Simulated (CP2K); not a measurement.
Crystal: PtS2.

```
Pt S
1.0
     3.54320    0.00000    0.00000
    -1.77160    3.06850    0.00000
     0.00000    0.00000    5.03880
Pt S
1 2
Direct
  0.00000 0.00000 0.00000
  0.66667 0.33333 0.77300
  0.33333 0.66667 0.22700
```

| Item | Value |
| --- | --- |
| Program | CP2K 2026.2 |
| Task | single point |
| Functional | PBE |
| Potentials or basis | POTENTIAL_UZH Pt GTH-PBE-q18, S GTH-PBE-q6; TZVP-MOLOPT-PBE-GTH basis |
| Density cutoff | 6123 eV |
| k mesh | 9 × 9 × 5 |
| Occupations | fermi-dirac, width 0.05 eV |
| Spin | no spin polarisation |

On this cell: pressure 12.4 GPa; largest force 1.419 eV/Å; band gap on the k mesh 1.03 eV, indirect (least direct gap 1.08 eV).

The same run follows on a disturbed copy (atoms moved at random, drawn with an rms of 0.05 Å):

```xyz
3
Lattice="3.5432 0.0000 0.0000 -1.7716 3.0685 0.0000 0.0000 0.0000 5.0388" Properties=species:S:1:pos:R:3 pbc="T T T"
Pt    0.0095   -0.0200    0.0506
S     1.7774    1.0159    3.8884
S    -0.0024    2.0604    1.1809
```

Q: What does the disturbed cell give?

A: The energy moves by -10.8 meV/atom; pressure 10.5 GPa; largest force 1.552 eV/Å; band gap on the k mesh 0.92 eV, indirect (least direct gap 1.04 eV).

Forces in eV/Å, atoms in the order of the input:
```
Pt  -0.177  0.503 -0.773
S    0.022 -0.094 -0.716
S    0.155 -0.409  1.489
```

Stress tensor (GPa, compression positive):
```
11.60 -0.25  0.41
-0.25 10.37 -0.95
 0.41 -0.95  9.65
```

Caveats: spin-orbit coupling is left out, which moves the levels of the heavy elements; an odd mesh through Γ misses points on the zone boundary, where band edges often lie; the basis of atomic orbitals isn't converged, which shifts pressures, moduli and gaps; forces of over 1 eV/Å show positions far from the minimum, so gaps and moduli don't describe the material at rest (some runs).
